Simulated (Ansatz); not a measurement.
# Si16CO: the cost of one run

Computed with Ansatz 0.2.0 (DFT PBE, scalar-relativistic, plane waves, PAW, unless a step's input says otherwise).

6 further runs of the same task are left out: 6 set aside as unsound or not needed.

## 1. The starting structure

It takes space group P1 (No. 1, triclinic). The conventional cell has a = 7.735 Å, b = 7.735 Å, c = 22.112 Å, α = 90.00°, β = 90.00°, γ = 90.00°. Around Si (site symmetry 1) lie 2 Si at 2.37 Å. Around Si (site symmetry 1) lie 4 Si at 2.37 to 2.39 Å. Si (site symmetry 1) is surrounded by 4 Si at 2.37 to 2.39 Å and 1 C at 2.67 Å. Only part of the 18 independent sites is listed.

As a file:

```cif
data_structure
_symmetry_space_group_name_H-M 'P 1'
_symmetry_Int_Tables_number 1
_cell_length_a 7.7354
_cell_length_b 7.7354
_cell_length_c 22.1119
_cell_angle_alpha 90.000
_cell_angle_beta 90.000
_cell_angle_gamma 90.000
_cell_volume 1323.10
loop_
_atom_site_label
_atom_site_type_symbol
_atom_site_fract_x
_atom_site_fract_y
_atom_site_fract_z
_atom_site_occupancy
Si1 Si 0.00000 0.25000 0.18090 1
Si2 Si 0.00000 0.75000 0.18090 1
Si3 Si 0.50000 0.25000 0.18090 1
Si4 Si 0.50000 0.75000 0.18090 1
Si5 Si 0.00000 0.00000 0.24274 1
Si6 Si 0.00000 0.50000 0.24274 1
Si7 Si 0.50000 0.00000 0.24274 1
Si8 Si 0.50000 0.50000 0.24274 1
Si9 Si 0.25000 0.00000 0.30620 1
Si10 Si 0.25000 0.50000 0.30620 1
Si11 Si 0.75000 0.00000 0.30620 1
Si12 Si 0.75000 0.50000 0.30620 1
Si13 Si 0.25000 0.25000 0.36686 1
Si14 Si 0.25000 0.75000 0.36686 1
Si15 Si 0.75000 0.25000 0.36686 1
Si16 Si 0.75000 0.75000 0.36686 1
C1 C 0.50000 0.75000 0.32570 1
O1 O 0.48995 0.78749 0.37638 1
```

This is the geometry of the first run shown, built on a cell relaxed beforehand with the same method.

## 2. What is varied

Atoms count from 1 in the order of the input.

CO stands on one site of a rigid substrate at a fixed height and bond length while its axis is turned; the height is held at -0.91 Å.

- tilt of the C17-O18 axis from the surface normal: 7 values from 0 to 90 °
- azimuth of the C17-O18 axis from the diagonal of the surface cell: 12 values from 0 to 330 °, periodic

Nothing else is relaxed. Points are written as (first, second).

## 3. The run at (15°, 60°)

The cell repeats along c, and a dipole correction in the vacuum removes the field between the copies.

Input file input.yaml:

```yaml
crystal:
  lattice:
    - [7.7354121591, 0.0, 0.0]
    - [0.0, 7.7354121591, 0.0]
    - [0.0, 0.0, 22.1119221361]
  atoms:
    - { symbol: Si, position: [0.0, 0.25, 0.1808978874] }
    - { symbol: Si, position: [0.0, 0.75, 0.1808978874] }
    - { symbol: Si, position: [0.5, 0.25, 0.1808978874] }
    - { symbol: Si, position: [0.5, 0.75, 0.1808978874] }
    - { symbol: Si, position: [0.0, 0.0, 0.2427396662] }
    - { symbol: Si, position: [0.0, 0.5, 0.2427396662] }
    - { symbol: Si, position: [0.5, 0.0, 0.2427396662] }
    - { symbol: Si, position: [0.5, 0.5, 0.2427396662] }
    - { symbol: Si, position: [0.25, 0.0, 0.3062012287] }
    - { symbol: Si, position: [0.25, 0.5, 0.3062012287] }
    - { symbol: Si, position: [0.75, 0.0, 0.3062012287] }
    - { symbol: Si, position: [0.75, 0.5, 0.3062012287] }
    - { symbol: Si, position: [0.25, 0.25, 0.3668573942] }
    - { symbol: Si, position: [0.25, 0.75, 0.3668573942] }
    - { symbol: Si, position: [0.75, 0.25, 0.3668573942] }
    - { symbol: Si, position: [0.75, 0.75, 0.3668573942] }
    - { symbol: C, position: [0.5, 0.75, 0.3257031248] }
    - { symbol: O, position: [0.4899546056, 0.7874899222, 0.3763759678] }
basis:
  ecutwfc: 420
kpoints:
  mp_grid: { grid: [4, 4, 1] }
hamiltonian:
  xc: pbe
scf:
  occupations: { method: gaussian, width: 0.05 }
output:
  forces: true
  eigenvalues: true
efield:
  axis: 3
  dipole_correction: true
  ramp_width: 0.04
```

Run with:

```sh
$ ansatz run input.yaml --threads 1 --pin off --max-ram 3072MiB --backend cpu --events-out ev --progress --plain --runs-dir out
```

Q: Estimate wall time and peak memory on 1 thread of Arm Neoverse V2, shared host.

About 62 s, with a peak of 1.2 GiB.
